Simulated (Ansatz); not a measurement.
Co:

```
CELL_PARAMETERS angstrom
2.47200 0.00000 0.00000
-1.23600 2.14081 0.00000
0.00000 0.00000 4.02114
ATOMIC_POSITIONS crystal
Co 0.66667 0.33333 0.75000
Co 0.33333 0.66667 0.25000
```

```yaml
Program: Ansatz 0.2.0
Task: single point
Functional: PBE
Potentials_or_basis: all-electron LAPW, scalar-relativistic
Cutoff: 315 eV (chosen from the basis error)
Basis_error_allowed: 0.001 eV/atom
k_mesh: 12 × 12 × 7
Occupations: fermi-dirac, width 0.05 eV
Spin: collinear spin, ferromagnetic start
Starting_moments: "[2.0, 2.0] μB"
```

On this cell: pressure 4.6 GPa; largest force under 0.003 eV/Å; net moment 3.21 μB per cell; site moments Co +1.66 μB; band gap on the k mesh none (metal or under the smearing width).

The same run follows on a disturbed copy (atoms moved at random, drawn with an rms of 0.05 Å):

```
Co
1.0
     2.47200    0.00000    0.00000
    -1.23600    2.14081    0.00000
     0.00000    0.00000    4.02114
Co
2
Direct
  0.66485 0.31270 0.74273
  0.34334 0.65289 0.24011
```

Task: What does the disturbed cell give?

Result: The energy (extrapolated to zero smearing) moves by +0.6 meV/atom; pressure 4.7 GPa; largest force 0.095 eV/Å; net moment 3.21 μB per cell; site moments Co +1.66 μB; band gap on the k mesh none (metal or under the smearing width).

Forces in eV/Å, atoms in the order of the input:
```
Co   0.053  0.038 -0.069
Co  -0.053 -0.038  0.069
```

Stress tensor (GPa, compression positive):
```
 5.30 -0.42 -0.03
-0.42  5.90 -0.02
-0.03 -0.02  2.90
```
